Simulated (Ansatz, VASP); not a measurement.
**HfB3 in VASP and in Ansatz**

```
Hf B
1.0
     3.50595    0.00000    0.00000
     0.00000    3.50595    0.00000
     0.00000    0.00000    3.50595
Hf B
1 3
Direct
  0.00000 0.00000 0.00000
  0.00000 0.50000 0.50000
  0.50000 0.00000 0.50000
  0.50000 0.50000 0.00000
```

Change from the starting cell: species swapped into the TiPd3 type (Pm-3m, No. 221).

Alike in both runs: task relaxation of cell and atoms; functional PBE; k mesh 6 × 6 × 6; occupations gaussian, width 0.1 eV; no spin polarisation.

```csv
,VASP,Ansatz
version,VASP 6.6.1,Ansatz 0.2.0
potentials or method,"VASP PAW PBE potentials, release 64 (Hf_pv, B)","scalar-relativistic, plane waves, PAW"
plane-wave cutoff (eV),600,420
valence electrons in the cell,19,35
```

Ansatz gave:

```
gap on the k mesh at the Fermi level, each at its own relaxed structure (eV) : none
relaxed volume (Å³/atom)                                                     : 9.74
relaxed cell length with the largest relative difference (Å)                 : 3.390
energy change over the relaxation (meV/atom)                                 : -55
```

Question: What did VASP give for the same quantities?

Answer: gap on the k mesh at the Fermi level, each at its own relaxed structure (eV): none; relaxed volume (Å³/atom): 9.79; relaxed cell length with the largest relative difference (Å): 3.396; energy change over the relaxation (meV/atom): -51.

A gap of «none» marks a metal or a gap that the smearing closes. The two sets of potentials don't hold the same shells in valence.

Spin-orbit coupling is left out, which matters for the levels of Hf.
